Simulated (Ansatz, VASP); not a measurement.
## One calculation of MnO2, two programs

```xyz
3
Lattice="2.8770 0.0000 0.0000 -1.4385 2.4916 0.0000 0.0000 0.0000 28.1568" Properties=species:S:1:pos:R:3 pbc="T T T"
Mn    1.4385    0.8305    8.4872
O     0.0000    0.0000    9.4421
O     0.0000    1.6611    7.5324
```

Change from the starting cell: species swapped into a sheet of the MnO2 type.

Alike in both runs: functional PBE; k mesh 12 × 12 × 1; occupations gaussian, width 0.02 eV; collinear spin.

Ansatz relaxed the structure, and its values are those at the end. VASP's run is a single point on that final structure, the one shown.

|  | VASP | Ansatz |
| --- | --- | --- |
| version | VASP 6.6.1 | Ansatz 0.2.0 |
| potentials or method | VASP PAW PBE potentials, release 64 (Mn_pv, O) | scalar-relativistic, plane waves, PAW |
| plane-wave cutoff (eV) | 520 | 420 |
| valence electrons in the cell | 25 | 27 |

|  | VASP | Ansatz | Ansatz less VASP |
| --- | --- | --- | --- |
| gap on the k mesh at the Fermi level (eV) | 1.07 | 1.11 | +0.032 |
| least direct gap on the mesh (eV) | 1.11 | 1.14 | +0.032 |
| rms of the force components (eV/Å) | 0.042 | 0.002 | -0.0403 |
| net moment per atom (μB) | 1.00 | 1.00 | 0.000 |
| size of the moment on the site where the two differ most (μB) | 2.85 | 2.52 | -0.339 |

Site moments also hang on the region over which each program counts them. The functional is the same, so the differences come from potentials, cutoffs and numerics. The two sets of potentials don't hold the same shells in valence. Ansatz warned: «structure_snapped_to_symmetry».
